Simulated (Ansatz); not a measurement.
# AgCl: the cost of one run

Computed with Ansatz 0.2.0 (DFT LDA, scalar-relativistic, unless a step's input says otherwise).

## 1. The system as given

It takes space group Fm-3m (No. 225, cubic). Conventional cell: a = 5.546 Å, b = 5.546 Å, c = 5.546 Å, α = 90.00°, β = 90.00°, γ = 90.00°. Ag (site symmetry m-3m) is surrounded by 6 Cl at 2.77 Å. Cl (site symmetry m-3m) is surrounded by 6 Ag at 2.77 Å.

As a file:

```
CELL_PARAMETERS angstrom
0.00000 2.77315 2.77315
2.77315 0.00000 2.77315
2.77315 2.77315 0.00000
ATOMIC_POSITIONS crystal
Ag 0.50000 0.50000 0.50000
Cl 0.00000 0.00000 0.00000
```

Atoms are numbered in the order of the input: Ag1, Cl2.

## 2. After the deformation

Space group Fm-3m before, I4/mmm after.

## 3. Full-potential LAPW

The input, input.yaml:

```yaml
crystal:
  lattice:
    - [0.0, 2.6899555, 2.77315]
    - [2.6899555, 0.0, 2.77315]
    - [2.6899555, 2.6899555, 0.0]
  atoms:
    - { symbol: Ag, position: [0.5, 0.5, 0.5] }
    - { symbol: Cl, position: [0.0, 0.0, 0.0] }
kpoints:
  mp_grid: { grid: [8, 8, 8] }
  band_path:
    path:
      - [0.0, 0.0, 0.0]
      - [0.0, 0.5, 0.5]
      - [0.25, 0.75, 0.5]
      - [0.0, 0.5, 0.0]
      - [0.0, 0.0, 0.0]
      - [0.5, 0.5, 0.0]
      - [0.3676125, 0.6323875, 0.0]
      - [-0.3676125, 0.3676125, 0.0]
      - [0.0, 0.0, 0.0]
    npoints: 5
scf:
  occupations: { method: fermi_dirac, width: 0.02 }
hamiltonian:
  xc: lda
  pseudopotentials: { kind: all_electron, lapw: { basis_error: 0.0005 } }
output:
  forces: true
  stress: true
  eigenvalues: true
```

Launch:

```sh
> ansatz run input.yaml --threads 1 --pin off --max-ram 3072MiB --backend cpu --events-out ev --progress --plain --runs-dir out
```

Q: Estimate wall time and peak memory on 1 thread of Arm Neoverse V1, shared host.

About 14 s, with a peak of 0.33 GiB.
